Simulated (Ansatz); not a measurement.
**What strain does to BN (zincblende)**

BN built on the zincblende prototype, relaxed with r2SCAN in Ansatz 0.2.0. Space group F-43m (No. 216), cubic; a = 3.610 Å in the conventional setting, 5.88 Å³ an atom. B is surrounded by 4 N at 1.56 Å; N is surrounded by 4 B at 1.56 Å.

The axes x, y and z are those of this cell:
```
B N
1.0
     0.00000    1.80483    1.80483
     1.80483    0.00000    1.80483
     1.80483    1.80483    0.00000
B N
1 1
Direct
  0.00000 0.00000 0.00000
  0.25000 0.25000 0.25000
```

Unstrained: With PBE the valence top lies at Γ and the conduction bottom at X, 4.477 eV higher; the smallest vertical gap, at Γ, is 8.852 eV. r2SCAN gives an indirect gap of 5.003 eV, from Γ to X; the least direct gap is 9.587 eV at Γ. The HSE06 gap is indirect, 5.794 eV (Γ to X), below the direct gap of 10.592 eV at Γ. Meshes: PBE 12×12×12, r2SCAN 12×12×12, HSE06 8×8×8. Strains are changes of length per length, and xy shears are angles. After each strain the atoms were relaxed again with r2SCAN within the symmetry that the strain leaves, so tilts or polar shifts that break it weren't tested; points keep the names that they have in the unstrained zone. The values are computed, spin-unpolarised, and not measurements.

Changes of the least gap in eV (an overlap counts as a negative gap):
```json
{"strain": "isotropic +4.0 % on every length", "volume change (%)": "+12.5", "space group": "F-43m", "PBE": "-0.139", "r2SCAN": "-0.164", "HSE06": "-0.170", "G0W0@PBE (mesh)": "-0.22", "energy rise, r2SCAN (meV/atom)": "93.1"}
{"strain": "epitaxial +2.0 % in the xy plane, free normal strain -0.86 %", "volume change (%)": "+3.1", "space group": "I-4m2", "PBE": "-0.520", "r2SCAN": "-0.538", "HSE06": "-0.540", "G0W0@PBE (mesh)": "-0.56", "energy rise, r2SCAN (meV/atom)": "13.0"}
{"strain": "uniaxial +0.5 % along z", "volume change (%)": "+0.5", "space group": "I-4m2", "PBE": "-0.051", "r2SCAN": "-0.053", "HSE06": "-0.053", "G0W0@PBE (mesh)": "-0.06", "energy rise, r2SCAN (meV/atom)": "0.4"}
{"strain": "xy shear, engineering strain (angle) -2.0 %", "volume change (%)": "0.0", "space group": "Imm2", "PBE": "-0.072", "r2SCAN": "-0.075", "HSE06": "-0.065", "G0W0@PBE (mesh)": "-0.07", "energy rise, r2SCAN (meV/atom)": "3.4"}
{"strain": "uniaxial +4.0 % along x", "volume change (%)": "+4.0", "space group": "I-4m2", "PBE": "-0.387", "r2SCAN": "-0.403", "HSE06": "-0.405", "G0W0@PBE (mesh)": "-0.42", "energy rise, r2SCAN (meV/atom)": "23.4"}
```
Unstrained, G0W0@PBE with 49 empty bands, a screening cutoff of 150 eV and a 6×6×6 mesh gives 6.01 eV on its mesh; the band count follows the volume. G0W0 here is at a finite number of bands, screening cutoff and k mesh, not at the basis limit.

Isotropic +4.0 % on every length. HSE06: the gap goes from 5.794 to 5.624 eV (-0.170 eV). Stress change with r2SCAN, compression positive: xx -37.14, yy -37.14, zz -37.14 GPa. For HSE06, dE_g/d ln V = -1.4 eV over this step.

Epitaxial +2.0 % in the xy plane, free normal strain -0.86 %. HSE06: the gap goes from 5.794 to 5.254 eV (-0.540 eV); with r2SCAN the top three valence levels at Γ, degenerate before, become 1+2 from the top over 268 meV. Stress change with r2SCAN, compression positive: xx -17.20, yy -17.20, zz -0.03 GPa.

Uniaxial +0.5 % along z, other directions held. HSE06: the gap goes from 5.794 to 5.741 eV (-0.053 eV); the X points, equivalent before, split by 88 meV, and the conduction bottom lies at those like (0, 1/2, 1/2); with r2SCAN the top three valence levels at Γ, degenerate before, become 2+1 from the top over 51 meV. Stress change with r2SCAN, compression positive: xx -0.86, yy -0.86, zz -4.10 GPa.

Xy shear, engineering strain (angle) -2.0 %. HSE06: the gap goes from 5.794 to 5.729 eV (-0.065 eV); with r2SCAN the top three valence levels at Γ, degenerate before, become 1+1+1 from the top over 93 meV. Stress change with r2SCAN, compression positive: xx +0.25, yy +0.25, zz +0.04, xy +9.35 GPa.

Uniaxial +4.0 % along x, other directions held. HSE06: the gap goes from 5.794 to 5.389 eV (-0.405 eV); with r2SCAN the top three valence levels at Γ, degenerate before, become 2+1 from the top over 412 meV. Stress change with r2SCAN, compression positive: xx -31.50, yy -5.71, zz -5.71 GPa.

The meshes of the hybrids are coarse, so their gaps aren't converged to the digits shown.

The splittings at Γ are without spin-orbit coupling, which regroups them where it is of like size or larger.
